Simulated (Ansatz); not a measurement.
# Lattice dynamics of BaTiO3 (model cell, started as cubic perovskite with Ti in the octahedra), part 2 of 3

How does BaTiO3 (model cell, started as cubic perovskite with Ti in the octahedra) vibrate, and is this structure a minimum?

Ansatz 0.2.0; DFT PBEsol, scalar-relativistic, plane waves, PAW; PAW set soft_1.

So far: The structure; Bringing the structure to rest. The relaxed cell has a = 3.970 Å (conventional setting).

## 3. Tight relaxation

Phonons need a cell at rest on their own settings, so the relaxation is repeated with tight tolerances on forces and stress, using the mesh and the filling of the phonon run that follows.

Contents of input.yaml:

```yaml
crystal:
  lattice:
    - [3.9701498195, 0.0, 0.0]
    - [0.0, 3.9701498195, 0.0]
    - [0.0, 0.0, 3.9701498195]
  atoms:
    - { symbol: Ba, position: [0.0, 0.0, 0.0] }
    - { symbol: Ti, position: [0.5, 0.5, 0.5] }
    - { symbol: O, position: [0.5, 0.5, 0.0] }
    - { symbol: O, position: [0.5, 0.0, 0.5] }
    - { symbol: O, position: [0.0, 0.5, 0.5] }
kpoints:
  mp_grid: { grid: [8, 8, 8] }
hamiltonian:
  xc: pbesol
  pseudopotentials: { kind: paw, azcp: { folder: soft_1 }, xc_functional: pbe }
scf:
  occupations: { method: fixed }
output:
  forces: true
  stress: true
  eigenvalues: true
relax:
  adjacent_minimum: "off"
  f_tol: 0.001
  max_steps: 60
  cell: { stress_tol: 0.01 }
```

The run is started by

```bash
$ ansatz run input.yaml --threads 4 --pin off --max-ram 16384MiB --backend cpu --events-out ev --progress --plain --runs-dir out
```

Numbers of over 12 decimals in the logs are rounded to 6 here.

The log of the run:

```text
[...]
Crystal: 5 atoms, lattice volume = 62.578 Å³
Basis set: ecut = 420 eV, 1237 PW (Γ), exchange–correlation on 54×54×54 points (8 copies of the dense FFT grid, shifted against one another)
Bands: 25, of which v1, the nominal top of the filled ones, is band 20 counted from 1 (19 counted from 0)
Symmetry: 48 space group operations
[...]
k-points: 35 of 512
[...]
cell:  # Å, volume = 62.5779 Å³
    - [3.9701498195, 0.0, 0.0]
    - [0.0, 3.9701498195, 0.0]
    - [0.0, 0.0, 3.9701498195]
  atoms:
    - { symbol: Ba, position: [0.0, 0.0, 0.0] }
    - { symbol: Ti, position: [0.500000, 0.500000, 0.500000] }
    - { symbol: O, position: [0.500000, 0.500000, 0.0] }
    - { symbol: O, position: [0.500000, 0.0, 0.500000] }
    - { symbol: O, position: [0.0, 0.500000, 0.500000] }
[key lines of the parts left out:]
SCF converged after 8 iterations
Free energy (F): -10027.622460 eV
Fermi energy:    10.471433 eV
P = ⅓ Tr σ = 0.0037 GPa (0.037 kbar)
```

Elapsed: 2.7 s, on 4 threads of Arm Neoverse V1, shared host; peak memory 0.4 GiB; 9.7 s of CPU time.

Little changed from the start: no atom moved by 0.005 Å and no cell edge by 0.1 %.

This step gave:

- pressure: 0.003669 GPa
- gap on the k-mesh: 1.820 eV
- direct gap on mesh: 1.892 eV

The forces vanish by symmetry and the pressure is 0.004 GPa, within the tolerances set. The cell now holds 12.52 Å³/atom.

## 4. Linear response at the zone centre

The zone centre comes first: it holds the modes that light can see, as far as symmetry allows. The response to a homogeneous field gives the Born charges and the dielectric tensor.

input.yaml, as its differences from that of step 3:

```diff
@@ -19,9 +19,6 @@
 output:
-  forces: true
-  stress: true
   eigenvalues: true
-relax:
-  adjacent_minimum: "off"
-  f_tol: 0.001
-  max_steps: 60
-  cell: { stress_tol: 0.01 }
+phonons:
+  method: dfpt
+  dielectric: true
+  rigid_motions: translations
```

The log of the run:

```text
[...]
Crystal: 5 atoms, lattice volume = 62.578 Å³
Basis set: ecut = 420 eV, 1237 PW (Γ), exchange–correlation on 54×54×54 points (8 copies of the dense FFT grid, shifted against one another)
Bands: 25, of which v1, the nominal top of the filled ones, is band 20 counted from 1 (19 counted from 0)
Symmetry: 48 space group operations
k-points: 170 of 512 (irreducible under 2 space group operations, time reversal used)
[...]
SCF iter   1: F=—  HF=-10028.074330 eV  |F-HF|=—  |Δ(HF+E_count)|=         —  Δρ=5.64e-2  dr2=2.12e0  ethr=3.10e-3  ⟨swp⟩=4.6  Hψ=16392  notcnv=0  defer=393
[...]
SCF iter  11: F=-10027.622460 eV  HF=-10027.622460 eV  |F-HF|=1.82e-12  |Δ(HF+E_count)|=  5.46e-12  Δρ=6.70e-8  dr2=2.69e-12  ethr=1.00e-12  ⟨swp⟩=10.8  Hψ=24779  notcnv=0
SCF 1 converged in 11 iterations: F = -10027.622460 eV  dr2 = 2.69e-12
[...]
DFPT response loops at Γ: preconditioner auto → none (the input reference at scf.mixing.eps_inf says where Resta's filter doesn't serve); β = 0.50; Broyden in place of MSR1
── the response to a field inside a basis, on 8×8×8 k-points: an SCF that follows is theirs, and a resumed run solves both again ──
Bands: 21, of which v1, the nominal top of the filled ones, is band 20 counted from 1 (19 counted from 0)
k-points: 20 of 512
[...]
Eigensolver: Dense (20 Hₖ)
SCF iter   1: F=—  HF=-10027.614145 eV  |F-HF|=—  |Δ(HF+E_count)|=         —  Δρ=3.08e-4  dr2=1.29e-5  ethr=1.00e-1
[...]
SCF iter   4: F=-10027.614145 eV  HF=-10027.614145 eV  |F-HF|=2.26e-8  |Δ(HF+E_count)|=   4.69e-8  Δρ=1.13e-5  dr2=6.64e-8  ethr=3.12e-9
SCF 1 converged in 4 iterations: F = -10027.614145 eV  dr2 = 6.64e-8
[...]
SCF converged after 11 iterations
Free energy (F): -10027.622460 eV
[...]
Internal energy: -10027.622460 eV  (E = F + TS)
E sigma→0 (E₀):  -10027.622460 eV
Fermi energy:    10.471432 eV
[...]
--- Band table (eV; the first three rows and the last of 170) ---
  k-point 0: bands = [... 16 lower, 9.3053, 10.4000, 10.4000, 10.4000, 12.2916, 12.2916, 12.2916, 14.6519, ... 1 higher]
  k-point 1: bands = [... 16 lower, 9.1666, 9.9915, 10.2784, 10.2784, 12.3116, 12.6274, 12.6274, 14.6536, ... 1 higher]
  k-point 2: bands = [... 16 lower, 8.8657, 9.2606, 10.0533, 10.0533, 12.3609, 13.3059, 13.3059, 14.6564, ... 1 higher]
  k-point 169: bands = [... 16 lower, 8.1407, 10.4714, 10.4714, 10.4714, 14.8521, 14.8521, 14.8521, 17.3389, ... 1 higher]
--- Phonons (Γ-DFPT): 4 representative perturbations + reference, on 170 of 512 k-points (Σ response iterations 12) ---
  k mesh reduced under 2 symmetry operations, with k and −k counted as one. Each operation leaves every solved perturbation unchanged. A smaller set is not considered because the run solves the response to a homogeneous field
  ASR residual: 1.238e-4 → 0.000e0 eV/Å²; symmetrization residual: 2.692e-5 eV/Å²
  ASR residual per site (eV/Å²): 6.65e-7 1.24e-4 9.62e-5 9.62e-5 9.62e-5
  Γ frequencies (cm⁻¹): -187.83 -187.83 -187.83 0.00 0.00 0.00 172.22 172.22 172.22 280.11 280.11 280.11 466.98 466.98 466.98
  ε∞ (high-frequency dielectric tensor):
        6.728571    -0.000000     0.000000
       -0.000000     6.728571     0.000000
        0.000000     0.000000     6.728571
  softest optical mode at Γ: -187.83 cm⁻¹; the repairs (sum rule, projections) moved no ω² at Γ by more than (2.91 cm⁻¹)²
  Born effective charges Z* (e; rows j = field, columns β = displacement):
    site 0:
         2.77751    0.00000    0.00000
         0.00000    2.77751    0.00000
         0.00000    0.00000    2.77751
    site 1:
         7.34186    0.00000    0.00000
        -0.00000    7.34186    0.00000
        -0.00000    0.00000    7.34186
    site 2:
        -2.15700   -0.00000    0.00000
        -0.00000   -2.15700    0.00000
         0.00000    0.00000   -5.80536
    site 3:
        -2.15700   -0.00000    0.00000
         0.00000   -5.80536    0.00000
        -0.00000    0.00000   -2.15700
    site 4:
        -5.80536   -0.00000    0.00000
         0.00000   -2.15700    0.00000
         0.00000    0.00000   -2.15700
  Z* charge neutrality: 2.498e-3 e pre-enforcement
  solved inside a basis spanned on kpoints, on 8×8×8 k-points, its susceptibility summed on 12×12×12: ε∞ is read to err by 2.0e-2, Z* by 3.0e-2 e (field_mesh: kpoints solves on kpoints); Z* is corrected for what the basis lacks
  optical modes at Γ without the LO–TO term, one row a degenerate level:
      ω (cm⁻¹)  modes    IR ((D/Å)²/amu)
       -187.83      3           253.1701
        172.22      3             6.5486
        280.11      3             0.0000
        466.98      3             8.1616
  optical modes at Γ + LO–TO along q̂ = [1.0000, 0.0000, 0.0000]:
      ω (cm⁻¹)  modes    IR ((D/Å)²/amu)
       -187.83      2           168.7801
        166.51      1             0.0645
        172.22      2             4.3657
        280.11      3             0.0000
        449.59      1             3.1735
        466.98      2             5.4410
        659.47      1            86.0554
  optical modes at Γ + LO–TO along q̂ = [0.0000, 1.0000, 0.0000]:
      ω (cm⁻¹)  modes    IR ((D/Å)²/amu)
       -187.83      2           168.7801
        166.51      1             0.0645
        172.22      2             4.3657
        280.11      3             0.0000
        449.59      1             3.1735
        466.98      2             5.4410
        659.47      1            86.0554
  optical modes at Γ + LO–TO along q̂ = [0.0000, 0.0000, 1.0000]:
      ω (cm⁻¹)  modes    IR ((D/Å)²/amu)
       -187.83      2           168.7801
        166.51      1             0.0645
        172.22      2             4.3657
        280.11      3             0.0000
        449.59      1             3.1735
        466.98      2             5.4410
        659.47      1            86.0554
```

Run time: 64 s. Hardware: 4 threads; peak memory 1.3 GiB; 4 min of CPU time.

This step gave:

```yaml
sum_rule_residual_before_enforcement: 1.24e-4 eV/Å²
miss_of_the_charge_sum_rule: 0.002498 e
estimated_error_of_the_dielectric_tensor: 0.02037
estimated_error_of_the_born_charges: 0.03000 e
point_group: m-3m
highest_optical_mode_at_the_zone_centre_no_lo_to_term: 467.0 cm⁻¹
lowest_optical_zone_centre_mode: -187.8 cm⁻¹
mean_high_frequency_dielectric_constant: 6.729
largest_born_charge_third_of_the_trace: 7.342 e
top_of_the_zone_centre_spectrum_with_the_field: 659.5 cm⁻¹
```

Without the LO-TO term. Patterns of degenerate modes are one choice out of their space. The modes at Γ (shares of kinetic energy by element, %) (negative means imaginary):

```tsv
mode	frequency (cm⁻¹)	symmetry	Ba %	Ti %	O %
1	-187.8	T1u	0	46	54
2	-187.8	T1u	0	46	54
3	-187.8	T1u	0	46	54
4	0.0	acoustic	59	21	21
5	0.0	acoustic	59	21	21
6	0.0	acoustic	59	21	21
7	172.2	T1u	41	31	28
8	172.2	T1u	41	31	28
9	172.2	T1u	41	31	28
10	280.1	T2u	0	0	100
11	280.1	T2u	0	0	100
12	280.1	T2u	0	0	100
13	467.0	T1u	0	3	97
14	467.0	T1u	0	3	97
15	467.0	T1u	0	3	97
```

Displacements in mode 2 (-187.8 cm⁻¹), the largest set to 1:
```
Ba1  0.00  0.00  0.01
Ti2 -0.01 -0.07  0.67
O3   0.01  0.06 -1.00
O4   0.01  0.10 -0.54
O5   0.02  0.06 -0.54
```

Displacements in mode 7 (172.2 cm⁻¹), the largest set to 1:
```
Ba1 -0.21  0.54  0.68
Ti2  0.31 -0.79 -1.00
O3   0.30 -0.79 -0.86
O4   0.30 -0.68 -0.99
O5   0.26 -0.79 -0.99
```

Optical modes at the zone centre, without and with the macroscopic field of the longitudinal modes; each column is sorted by frequency, so a row need not hold one and the same mode. Modes with and without the field, by row:

```tsv
rank among optical modes	no field (cm⁻¹)	q along (1, 0, 0) (cm⁻¹)
1	-187.8	-187.8
2	-187.8	-187.8
3	-187.8	166.5
4	172.2	172.2
5	172.2	172.2
6	172.2	280.1
7	280.1	280.1
8	280.1	280.1
9	280.1	449.6
10	467	467
11	467	467
12	467	659.5
```

Born charge (rows field, columns displacement) (e), principal values of the symmetric part by kind of site:

```tsv
atom	atoms with these values	low	middle	high	mean
Ba1	1	2.78	2.78	2.78	2.78
Ti2	1	7.34	7.34	7.34	7.34
O3	3	-5.81	-2.16	-2.16	-3.37
```

In full for Ba1:

```
2.78 0.00 0.00
0.00 2.78 0.00
0.00 0.00 2.78
```

High-frequency dielectric tensor:

```
6.73 0.00 0.00
0.00 6.73 0.00
0.00 0.00 6.73
```

Transverse modes; imaginary modes are left out. Lines of the infrared spectrum (strongest = 100):

```tsv
position (cm⁻¹)	label	relative intensity
172	T1u	80
280	T2u	0.0
467	T1u	100
```

Before it was imposed, the acoustic sum rule was missed by 1.2e-4 eV/Å² and the charge sum rule by 0.0025 e. Small misses are needed for a sound result but don't prove that mesh and cutoff are converged. The lowest optical mode is imaginary, 187.8i cm⁻¹, so the energy falls along it.

(Part 2 of 3 ends here.)

[Logs are printed without paths, hosts, clocks, repeated set-up lines and the standing remarks that a program may print on its own settings, such as how far it seeks lower states.]

[Hosts, paths, dates, database ids (printed as entryN), source tags and the programs' standing remarks are cut or masked in the printed files.]
